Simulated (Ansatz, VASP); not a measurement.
## One calculation of AgCl (Chlorargyrite), two programs

```
CELL_PARAMETERS angstrom
0.00000 2.77099 2.77099
2.77099 0.00000 2.77099
2.77099 2.77099 0.00000
ATOMIC_POSITIONS crystal
Ag 0.00000 0.00000 0.00000
Cl 0.50000 0.50000 0.50000
```

Alike in both runs: task single point; functional PBE; k mesh 7 × 7 × 7; occupations fermi-dirac, width 0.05 eV; no spin polarisation.

|  | VASP | Ansatz |
| --- | --- | --- |
| version | VASP 6.6.1 | Ansatz 0.2.0 |
| potentials or method | VASP PAW PBE potentials, release 64 (Ag, Cl) | Ansatz PAW |
| plane-wave cutoff (eV) | 520 | 420 |
| valence electrons in the cell | 18 | 26 |

```csv
,VASP,Ansatz,Ansatz less VASP
gap on the k mesh at the Fermi level (eV),0.98,0.99,+0.003
least direct gap on the mesh (eV),3.24,3.24,-0.002
pressure (GPa),1.6,1.7,+0.15
```

The two sets of potentials don't hold the same shells in valence.

Caveats: an odd mesh through Γ misses points on the zone boundary, where band edges often lie (VASP); odd divisions of the mesh miss points on the zone boundary, where band edges often lie, so the gap on the mesh can be too wide (Ansatz).
